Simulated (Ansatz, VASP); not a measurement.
## Cross-check of KIr (linear Ir-K chain) between VASP and Ansatz

Aim: how closely do two programs agree when they are given the same cell, functional and k mesh? The structure shown is the end of the Ansatz relaxation below.

Main program and level: Ansatz 0.2.0; plane waves, with VASP 6.6.1 beside it; single point at PBE, single point at PBEsol and single point at LDA.

**1. The structure**

The cell holds 2 atoms: 1 Ir and 1 K. Cell: a = 7.500 Å, b = 7.500 Å, c = 6.259 Å, α = 90.0°, β = 90.0°, γ = 90.0°. Vacuum lies along a and b. The structure's axis is c.

**2. Ansatz: relaxation, PBE**

Ansatz runs on its PAW jth soft_2 files.

This run makes the geometry at which the two programs are then compared.

input.yaml reads:

```yaml
crystal:
  lattice:
    - [7.5, 0.0, 0.0]
    - [0.0, 7.5, 0.0]
    - [0.0, 0.0, 6.6736]
  atoms:
    - { symbol: Ir, position: [0.5, 0.5, 0.0], spin: 1.0 }
    - { symbol: K, position: [0.5, 0.5, 0.5], spin: 0.5 }
magnetization:
  spin_polarized: true
kpoints:
  mp_grid: { grid: [1, 1, 12] }
scf:
  occupations: { method: fermi_dirac, width: 0.05 }
hamiltonian:
  xc: pbe
  pseudopotentials: { kind: paw, source: jth }
relax:
  cell: { fix: [a, b, alpha, beta, gamma] }
  max_steps: 60
```

Run with:

```bash
$ ansatz run input.yaml --threads 4 --pin off --max-ram 8192MiB --backend cpu --events-out ev --progress --plain --runs-dir out
```

Numbers of over 12 decimals in the logs are rounded to 6 here.

Output:

```text
Warning: <dir> the checks of this Ir dataset prove no rule for summing its radial tables, as where they were carried onto another mesh than they were made on, and Gregory's rule is taken, under which a leading mesh point left out moves its sums only by what lay on the interval it spanned. That does not make them correct, and they differ from Quantum ESPRESSO's on this file; a re-export a fraction of a mesh step off can move them. hamiltonian.pseudopotentials.radial_quadrature: simpson_from_first_knot sums it by `pw.x`'s rule; on a PAW file no value gives `pw.x`'s numbers. What more to know: hamiltonian.pseudopotentials.radial_quadrature, in the input reference
Warning: <dir> the checks of this K dataset prove no rule for summing its radial tables, as where they were carried onto another mesh than they were made on, and Gregory's rule is taken, under which a leading mesh point left out moves its sums only by what lay on the interval it spanned. That does not make them correct, and they differ from Quantum ESPRESSO's on this file; a re-export a fraction of a mesh step off can move them. hamiltonian.pseudopotentials.radial_quadrature: simpson_from_first_knot sums it by `pw.x`'s rule; on a PAW file no value gives `pw.x`'s numbers. What more to know: hamiltonian.pseudopotentials.radial_quadrature, in the input reference
Engine: ansatz 0.2.0, aarch64-unknown-linux-gnu
Pseudopotentials: kind: paw
Pseudopotential: Ir, paw, valence charge 15, recommended cutoff 720 eV (normal), Ir.paw.azcp
Pseudopotential: K, paw, valence charge 9, recommended cutoff 690 eV (normal), K.paw.azcp
Functional definition: PBE
  parameter kappa = 0.804
  parameter beta = 0.066725
  exchange = pbe_x(kappa = kappa, mu = beta*pi^2/3)
  correlation = pbe_c(beta = beta)
Crystal: 2 atoms, lattice volume = 375.390 Å³
Basis set: ecut = 720 eV, 16441 PW (Γ), exchange–correlation on 144×144×120 points (8 copies of the dense FFT grid, shifted against one another)
Bands: 17, of which v1, the nominal top of the filled ones, is band 12 counted from 1 (11 counted from 0)
Symmetry: 16 space group operations
Space group: P4/mmm (ITA 123), of the structure as read, at distance tolerance 7.2e-5 Å
Magnetic group: BNS 123.339 (UNI 999), of the structure as read, at distance tolerance 7.2e-5 Å
k-points: 7 of 12
Non-local potential: Ir, projectors of the file, l = 0: 2, l = 1: 2, l = 2: 2
Non-local potential: K, projectors of the file, l = 0: 2, l = 1: 2, l = 2: 1
PAW form: soft (Blöchl's): semilocal exchange-correlation on the pseudo side does not see the compensation charge
PAW one-centre angular grid: Ir, 590 points (default); XC on 64 Gauss nodes
PAW one-centre angular grid: K, 110 points (default); XC on 64 Gauss nodes
Initial density: superposition of atomic densities (neutral atoms: chi_scale 0, normalization atom)
Starting moments: Σ|m| = 1.5 μB on 2 of 2 sites
Initial wavefunctions: pseudopotential atomic-orbital guess
Functional: x = pbe(κ = 0.804, μ = 0.219515), c = pbe(β = 0.066725)
SCF iter   1: F=—  HF=-12691.499388 eV  |F-HF|=—  |Δ(HF+E_count)|=         —  Δρ=9.95e-3 (↑9.95e-3 ↓9.04e-3)  dr2=1.02e0  dr2_m=2.41e-1  M=1.967 μB ∫|m|=1.978 μB  β_m=0.30  ethr=3.10e-3  ⟨swp⟩=8.1  Hψ=1593  notcnv=0
Mixer restart at iter 1: flushing history
preconditioner: auto → LDOS  [metal: Δε(μ)=0.004 eV  Ē_g=4.085 eV  σ=0.050 eV  W_gap=0.02  n_scr=30 (ndim 8)  ℏωp=6.1 eV  f_vac=0.583  D(μ)=23.36/eV (n_scr^D=238)]
spin=Collinear: LDOS preconditioning applied to the charge; magnetization (m = ρ↑ − ρ↓) channel mixes plain (no charge-response kernel on spin).
SCF iter   2: F=—  HF=-12691.421579 eV  |F-HF|=—  |Δ(HF+E_count)|=   7.78e-2  Δρ=6.42e-3 (↑6.42e-3 ↓6.37e-3)  dr2=6.36e-1  dr2_m=1.00e-1  M=1.836 μB ∫|m|=1.849 μB  β_m=0.63  ethr=3.10e-3  ⟨swp⟩=2.7  Hψ=428  notcnv=0
SCF iter   3: F=—  HF=-12691.555473 eV  |F-HF|=—  |Δ(HF+E_count)|=   1.34e-1  Δρ=6.70e-3 (↑3.33e-3 ↓6.70e-3)  dr2=6.56e-2  dr2_m=6.03e-2  M=1.999 μB ∫|m|=2.054 μB  β_m=0.71  ethr=2.65e-3  ⟨swp⟩=3.6  Hψ=446  notcnv=0
SCF iter   4: F=—  HF=-12691.857920 eV  |F-HF|=—  |Δ(HF+E_count)|=         —  Δρ=8.92e-3 (↑1.17e-3 ↓8.92e-3)  dr2=1.02e-1  dr2_m=7.36e-2  M=2.000 μB ∫|m|=2.087 μB  β_m=1.00  ethr=2.74e-4  ⟨swp⟩=3.9  Hψ=555  notcnv=0
Mixer restart at iter 4: flushing history
SCF iter   5: F=—  HF=-12691.812881 eV  |F-HF|=—  |Δ(HF+E_count)|=   4.50e-2  Δρ=8.77e-4 (↑8.77e-4 ↓6.61e-4)  dr2=6.43e-3  dr2_m=1.01e-3  M=2.000 μB ∫|m|=2.098 μB  β_m=0.71  ethr=2.08e-4  ⟨swp⟩=3.1  Hψ=528  notcnv=0
SCF iter   6: F=—  HF=-12691.817478 eV  |F-HF|=—  |Δ(HF+E_count)|=   4.60e-3  Δρ=4.23e-4 (↑2.55e-4 ↓4.23e-4)  dr2=5.81e-4  dr2_m=2.83e-4  M=2.000 μB ∫|m|=2.102 μB  β_m=0.71  ethr=2.68e-5  ⟨swp⟩=3.1  Hψ=457  notcnv=0
[...]
SCF iter   2: F=—  HF=-12691.839939 eV  |F-HF|=—  |Δ(HF+E_count)|=   2.52e-4  Δρ=1.39e-4 (↑6.88e-5 ↓1.39e-4)  dr2=1.13e-4  dr2_m=2.26e-5  M=2.000 μB ∫|m|=2.100 μB  β_m=0.57  ethr=3.19e-6  ⟨swp⟩=2.0  Hψ=411  notcnv=0
SCF iter   3: F=—  HF=-12691.840041 eV  |F-HF|=—  |Δ(HF+E_count)|=   1.01e-4  Δρ=5.87e-5 (↑2.90e-5 ↓5.87e-5)  dr2=2.97e-5  dr2_m=3.47e-6  M=2.000 μB ∫|m|=2.101 μB  β_m=0.66  ethr=4.69e-7  ⟨swp⟩=2.1  Hψ=420  notcnv=0
SCF iter   4: F=—  HF=-12691.840075 eV  |F-HF|=—  |Δ(HF+E_count)|=   3.48e-5  Δρ=3.73e-5 (↑1.39e-5 ↓3.73e-5)  dr2=6.71e-6  dr2_m=1.38e-6  M=2.000 μB ∫|m|=2.102 μB  β_m=0.83  ethr=1.24e-7  ⟨swp⟩=2.2  Hψ=380  notcnv=0
SCF iter   5: F=—  HF=-12691.840085 eV  |F-HF|=—  |Δ(HF+E_count)|=   9.42e-6  Δρ=7.28e-6 (↑2.37e-6 ↓7.28e-6)  dr2=2.79e-7  dr2_m=5.12e-8  M=2.000 μB ∫|m|=2.102 μB  β_m=0.92  ethr=2.79e-8  ⟨swp⟩=3.4  Hψ=400  notcnv=0
SCF iter   6: F=-12691.840085 eV  HF=-12691.840085 eV  |F-HF|=1.33e-8  |Δ(HF+E_count)|=   4.32e-7  Δρ=1.96e-6 (↑5.72e-7 ↓1.96e-6)  dr2=2.48e-8  dr2_m=3.56e-9  M=2.000 μB ∫|m|=2.102 μB  ethr=8.33e-10  ⟨swp⟩=5.3  Hψ=1203  notcnv=0
SCF 2 converged in 6 iterations: F = -12691.840085 eV  dr2 = 2.48e-8
relax step   2: F+E_penalty+E_count = -12691.84008517 eV  Δ(F+E_penalty+E_count) = -2.145e-2 eV  max|allowed force component| = 1.578e-30 eV/Å  Δτ_max = 0.0000 Å  P = -0.285 GPa  Ω = 370.389 Å³  energy of the carried Pulay correction = +6.055e-5 eV  fix = [a, b, alpha, beta, gamma]  reactions: a -0.117, b -0.117 GPa  (6 SCF iters, dr2 threshold 2.00e-7 eV, accepted)
[...]
relax step   3: F+E_penalty+E_count = -12691.87770948 eV  Δ(F+E_penalty+E_count) = -3.762e-2 eV  max|allowed force component| = 4.733e-30 eV/Å  Δτ_max = 0.0000 Å  P = -0.081 GPa  Ω = 352.088 Å³  energy of the carried Pulay correction = +2.887e-4 eV  fix = [a, b, alpha, beta, gamma]  reactions: a -0.127, b -0.127 GPa  (7 SCF iters, dr2 threshold 2.00e-7 eV, accepted)
[...]
relax step   4: F+E_penalty+E_count = -12691.87748283 eV  Δ(F+E_penalty+E_count) = +2.266e-4 eV  max|allowed force component| = 2.209e-29 eV/Å  Δτ_max = 0.0000 Å  P = -0.081 GPa  Ω = 352.088 Å³  fix = [a, b, alpha, beta, gamma]  reactions: a -0.127, b -0.127 GPa  stress off target by 1.05e-2 GPa on what of the cell is left free  SCF on the basis re-selected at this cell (its energy is not comparable with the rows above)  (7 SCF iters)
basis re-selected at this cell: Δ(F+E_penalty+E_count) = +2.266e-4 eV, ΔP = -0.000 GPa vs the last step (what re-selecting the basis moved, of the pressure what is left beyond the Pulay correction that the steps carried, after the strain that the cell walked since its last selection, with what the two solves' SCF thresholds leave and, on support functions, any second-order correction that the steps lacked; it is no m [...]
SCF converged after 7 iterations
Magnetization: 2.0000 μB (13.0000 up, 11.0000 down)
Absolute magnetization: 2.0917 μB (∫|ρ↑−ρ↓|, with the PAW one-centre terms)
Spin contamination: 0.0077 ħ² per cell (⟨S²⟩ above its minimum at these occupations)
Per-site moments (μB) at R_I (Å): [(1.796880, 1.290990), (0.00112443, 1.290990)]
Free energy (F): -12691.877483 eV
Harris-Foulkes:  -12691.877483 eV  (|F-HF|=5.46e-12)
Internal energy: -12691.869924 eV  (E = F + TS)
E sigma→0 (E₀):  -12691.873703 eV
Entropy (-TS):   -0.007559 eV (-3.779 meV/atom)
Fermi energy:    -1.709392 eV
--- Per-component energies (eV) ---
  E_band       = -485.955497
  E_kinetic    = 491.988265
  E_local      = -4326.351673  (includes V_loc(G=0)·N_el)
  E_nonlocal   = 589.974531
  E_hartree    = 1646.531759
  E_xc         = -201.780502
  E_vxc        = -253.842205  (∫ρ·V_xc dr)
  E_paw        = -10102.895452  (= ΣΔE_a)
  E_vpaw       = -280.787987  (= ΣTr[D̂ρ^β])
  E_aug_tail   = 0.000054  (compensation charges beyond the density's cutoff)
  E_ewald      = -789.336907
  E_smearing   = -0.007559  (= −TS)
  E_closure    = -0.000000  (closes the sum)
  Σ components = -12691.877483   (vs F -12691.877483, Δ=0.00e0)
--- Forces (eV/Å), atoms counted from 1 ---
  atom   1  Ir     0.00000000    -0.00000000     0.00000000
  atom   2  K      0.00000000     0.00000000     0.00000000
  max |Σ_I F_I| component: 4.42e-29 eV/Å
--- Stress (GPa, compression-positive) ---
       -0.127282       0.000000       0.000000
        0.000000      -0.127282       0.000000
        0.000000       0.000000       0.010456
  P = ⅓ Tr σ = -0.0814 GPa (-0.814 kbar)
--- Relaxed structure (3 steps of the walk, 3 accepted, 1 SCFs on fresh bases) ---
  F+E_penalty+E_count = -12691.87748283 eV   max|allowed force component| = 2.209e-29 eV/Å   (the final SCF, on the basis selected at the relaxed cell)
  cell:  # Å, volume = 352.0883 Å³
    - [7.5, 0.0, 0.0]
    - [0.0, 7.5, 0.0]
    - [0.0, 0.0, 6.259348]
  atoms:
    - { symbol: Ir, position: [0.5, 0.5, 0.0] }
    - { symbol: K, position: [0.5, 0.5, 0.5] }
```

In the SCF lines HF is the Harris–Foulkes energy and dr2 the Hartree energy of the density residual, in eV; the loop may stop once dr2 is under the threshold and the program's other checks hold. Hψ counts applications of the Hamiltonian.

**3. VASP: single point, PBE**

The same cell, functional, mesh and smearing now go to VASP, with its own data sets.

Lines of VASP's logs that name or quote its potential files are left out, and so is its time.

INCAR reads:

```
SYSTEM = KIr
PREC = Accurate
ENCUT = 500
EDIFF = 1E-06
NELM = 200
ISMEAR = -1
SIGMA = 0.05
LREAL = .FALSE.
ALGO = Normal
GGA = PE
NBANDS = 18
ISPIN = 2
MAGMOM = 1.8 0
LASPH = .TRUE.
LMAXMIX = 4
LORBIT = 11
LWAVE = .FALSE.
LCHARG = .FALSE.
ISIF = 2
GGA_COMPAT = .FALSE.
KPAR = 2
```

POSCAR reads:

```
KIr
1.0
    7.5000000000      0.0000000000      0.0000000000
    0.0000000000      7.5000000000      0.0000000000
    0.0000000000      0.0000000000      6.2593476414
Ir K
1 1
Direct
    0.5000000000      0.5000000000      0.0000000000
    0.5000000000      0.5000000000      0.5000000000
```

KPOINTS reads:

```
Automatic mesh
0
Gamma
1 1 12
0 0 0
```

Potentials, in the order of the species: Ir and K_sv (PBE family, release 64).

Run with:

```bash
$ mpirun -np 2 vasp_std
```

Output:

```text
[banner, memory and clock lines left out]
running    2 mpi-ranks, on    1 nodes
 distrk:  each k-point on    1 cores,    2 groups
 distr:  one band on    1 cores,    1 groups

 POSCAR found type information on POSCAR IrK
 POSCAR found :  2 types and       2 ions
 LDA part: xc-table for (Slater+PW92), standard interpolation
 POSCAR, INCAR and KPOINTS ok, starting setup
 FFT: planning ... GRIDC
 FFT: planning ... GRID_SOFT
 FFT: planning ... GRID
 WAVECAR not read
 entering main loop
       N       E                     dE             d eps       ncg     rms          rms(c)
DAV:   1     0.114893294673E+03    0.11489E+03   -0.54042E+03   504   0.637E+02
DAV:   2     0.917732872354E+01   -0.10572E+03   -0.88464E+02   608   0.166E+02
DAV:   3    -0.395718094932E+01   -0.13135E+02   -0.12489E+02   694   0.537E+01
DAV:   4    -0.498106077925E+01   -0.10239E+01   -0.10099E+01   856   0.123E+01
DAV:   5    -0.499522391343E+01   -0.14163E-01   -0.14160E-01   696   0.137E+00    0.627E+00
DAV:   6    -0.479601669648E+01    0.19921E+00   -0.56285E-01   576   0.395E+00    0.357E+00
DAV:   7    -0.480035003674E+01   -0.43333E-02   -0.17423E-01   608   0.172E+00    0.365E+00
DAV:   8    -0.488515166424E+01   -0.84802E-01   -0.85972E-02   596   0.143E+00    0.286E+00
DAV:   9    -0.493669399327E+01   -0.51542E-01   -0.11463E-01   570   0.976E-01    0.243E+00
DAV:  10    -0.491381186166E+01    0.22882E-01   -0.49401E-02   526   0.123E+00    0.113E+00
DAV:  11    -0.490638962313E+01    0.74222E-02   -0.31802E-02   586   0.891E-01    0.499E-01
DAV:  12    -0.490787747960E+01   -0.14879E-02   -0.46533E-03   642   0.400E-01    0.453E-01
DAV:  13    -0.491265951100E+01   -0.47820E-02   -0.14567E-03   552   0.217E-01    0.215E-01
DAV:  14    -0.491713543386E+01   -0.44759E-02   -0.24488E-03   560   0.260E-01    0.122E-01
DAV:  15    -0.491879725484E+01   -0.16618E-02   -0.57032E-04   562   0.116E-01    0.868E-02
DAV:  16    -0.491975487463E+01   -0.95762E-03   -0.28099E-04   556   0.961E-02    0.489E-02
DAV:  17    -0.492042471345E+01   -0.66984E-03   -0.34440E-04   536   0.947E-02    0.204E-02
DAV:  18    -0.492052864963E+01   -0.10394E-03   -0.76146E-05   564   0.508E-02    0.139E-02
DAV:  19    -0.492061806278E+01   -0.89413E-04   -0.80653E-05   534   0.507E-02    0.860E-03
DAV:  20    -0.492061749987E+01    0.56291E-06   -0.38243E-05   520   0.407E-02    0.441E-03
DAV:  21    -0.492061175404E+01    0.57458E-05   -0.18016E-05   516   0.278E-02    0.103E-03
DAV:  22    -0.492061164407E+01    0.10997E-06   -0.10364E-05   520   0.205E-02    0.135E-03
DAV:  23    -0.492060913865E+01    0.25054E-05   -0.46331E-06   528   0.136E-02    0.410E-04
DAV:  24    -0.492060890420E+01    0.23444E-06   -0.53123E-07   564   0.426E-03
   1 F= -.49206089E+01 E0= -.49162244E+01  d E =-.876910E-02  mag=     2.0000
```

Parts of OUTCAR (step 3):

```text
ion  position               nearest neighbor table
   1  0.500  0.500  0.000-   2 3.13   2 3.13
   2  0.500  0.500  0.500-   1 3.13   1 3.13

  LATTYP: Found a simple tetragonal cell.
 ALAT       =     7.5000000000
 C/A-ratio  =     0.8345796855

 Subroutine GETGRP returns: Found 16 space group operations
 (whereof 16 operations were pure point group operations)

The static configuration has the point symmetry D_4h.

 Found      7 irreducible k-points:

   k-points           NKPTS =      7   k-points in BZ     NKDIM =      7   number of bands    NBANDS=     18

   dimension x,y,z NGX =    56 NGY =   56 NGZ =   48
   dimension x,y,z NGXF=   112 NGYF=  112 NGZF=   96

   ENCUT  =  500.0 eV  36.75 Ry    6.06 a.u.  13.67 13.67 11.41*2*pi/ulx,y,z

   NELECT =      18.0000    total number of electrons

 k-points in reciprocal lattice and weights: Automatic mesh
   0.00000000  0.00000000  0.00000000       0.083
   0.00000000  0.00000000  0.08333333       0.167
   0.00000000  0.00000000  0.16666667       0.167
   0.00000000  0.00000000  0.25000000       0.167
   0.00000000  0.00000000  0.33333333       0.167
   0.00000000  0.00000000  0.41666667       0.167
   0.00000000  0.00000000  0.50000000       0.083

 average (electrostatic) potential at core
       1 -59.6016       2 -41.0873

 E-fermi :  -2.7215

 spin component 1
 k-point     1 :       0.0000    0.0000    0.0000
  band No.  band energies     occupation
    ...
      6      -4.3831      1.00000
      7      -4.2864      1.00000
      8      -3.7645      1.00000
      9      -3.7645      1.00000
     10      -3.6999      1.00000
     11      -0.0751      0.00000
     12       0.2264      0.00000
     13       0.2264      0.00000
     14       1.0478      0.00000
     15       1.4677      0.00000
    ...

 k-point     2 :       0.0000    0.0000    0.0833
  band No.  band energies     occupation
    ...
      6      -4.3829      1.00000
      7      -4.2843      1.00000
      8      -3.7608      1.00000
      9      -3.7608      1.00000
     10      -3.6995      1.00000
     11      -0.1216      0.00000
     12       0.2315      0.00000
     13       0.2315      0.00000
     14       0.9672      0.00000
     15       1.4870      0.00000
    ...

 k-point     3 :       0.0000    0.0000    0.1667
  band No.  band energies     occupation
    ...
      6      -4.3824      1.00000
      7      -4.2779      1.00000
      8      -3.7505      1.00000
      9      -3.7504      1.00000
     10      -3.6985      1.00000
     11      -0.2805      0.00000
     12       0.2455      0.00000
     13       0.2455      0.00000
     14       0.8615      0.00000
     15       1.5439      0.00000
    ...

 k-point     4 :       0.0000    0.0000    0.2500
  band No.  band energies     occupation
    ...
      6      -4.3816      1.00000
      7      -4.2662      1.00000
      8      -3.7362      1.00000
      9      -3.7362      1.00000
     10      -3.6971      1.00000
     11      -0.5452      0.00000
     12       0.2653      0.00000
     13       0.2653      0.00000
     14       0.8666      0.00000
     15       1.6343      0.00000
    ...

 k-point     5 :       0.0000    0.0000    0.3333
  band No.  band energies     occupation
    ...
      6      -4.3160      1.00000
      7      -4.2271      1.00000
      8      -3.7218      1.00000
      9      -3.7218      1.00000
     10      -3.6957      1.00000
     11      -0.8372      0.00000
     12       0.2859      0.00000
     13       0.2859      0.00000
     14       0.9863      0.00000
     15       1.7481      0.00000
    ...

 k-point     6 :       0.0000    0.0000    0.4167
  band No.  band energies     occupation
    ...
      6      -4.2792      1.00000
      7      -4.1190      1.00000
      8      -3.7111      1.00000
      9      -3.7111      1.00000
     10      -3.6946      1.00000
     11      -1.0642      0.00000
     12       0.3014      0.00000
     13       0.3014      0.00000
     14       1.1952      0.00000
     15       1.8238      0.00000
    ...

  Total       -0.2966231     -0.2966231      0.0098928      0.0000000      0.0000000      0.0000000
  in kB       -1.3497830     -1.3497830      0.0450170      0.0000000      0.0000000      0.0000000
  external PRESSURE =      -0.8848497 kB  Pullay stress =       0.0000000 kB

  energy-cutoff  :      500.00
  volume of cell :      352.09
      direct lattice vectors                 reciprocal lattice vectors
     7.500000000  0.000000000  0.000000000     0.133333333  0.000000000  0.000000000
     0.000000000  7.500000000  0.000000000     0.000000000  0.133333333  0.000000000
     0.000000000  0.000000000  6.259347641     0.000000000  0.000000000  0.159761058

 POSITION                                       TOTAL-FORCE (eV/Angst)
 -----------------------------------------------------------------------------------
      3.75000      3.75000      0.00000         0.000000      0.000000      0.000000
      3.75000      3.75000      3.12967         0.000000      0.000000      0.000000
 -----------------------------------------------------------------------------------
    total drift:                                0.000000      0.000000      0.000000

  FREE ENERGIE OF THE ION-ELECTRON SYSTEM (eV)
  ---------------------------------------------------
  free  energy   TOTEN  =        -4.9206089042 eV

  energy  without entropy=       -4.9118398028  energy(sigma->0) =       -4.91622435

 total charge
# of ion       s       p       d       tot
------------------------------------------
    1        0.791   0.003   6.894   7.688
    2        1.963   5.565   0.031   7.558
--------------------------------------------------
tot          2.753   5.568   6.925  15.247

 magnetization (x)
# of ion       s       p       d       tot
------------------------------------------
    1        0.065  -0.000   1.762   1.827
    2       -0.002   0.002  -0.000  -0.000
--------------------------------------------------
tot          0.064   0.002   1.762   1.827

[... 6 further parts left out ...]
```

**4. Side by side**

Known differences besides the potentials themselves: VASP starts from the moments at which Ansatz ended; the data sets hold 24 valence electrons in Ansatz (on its PAW jth soft_2 files) and 18 in VASP; the cutoff is 720 eV in Ansatz and 500 eV in VASP; Ansatz's pressure holds a Pulay correction, VASP's none; site moments are counted in spheres of each program's own size. Total energies have different zeros and are not compared.

Compared:

| quantity | Ansatz | VASP | difference |
| --- | --- | --- | --- |
| pressure (GPa) | -0.08 | -0.09 | +0.01 |
| total moment (μB) | 2.00 | 2.00 | 0.00 |
| moment on Ir1 (μB) | 1.80 | 1.83 | -0.03 |

(Continued in part 2 of 2.)

[Lines on the potential files, build, host, timing and source positions are cut from VASP's logs without a mark.]

[Logs are printed without paths, hosts, clocks, repeated set-up lines and the standing remarks that a program may print on its own settings, such as how far it seeks lower states.]

[Hosts, paths, dates, database ids (printed as entryN), source tags and the programs' standing remarks are cut or masked in the printed files.]
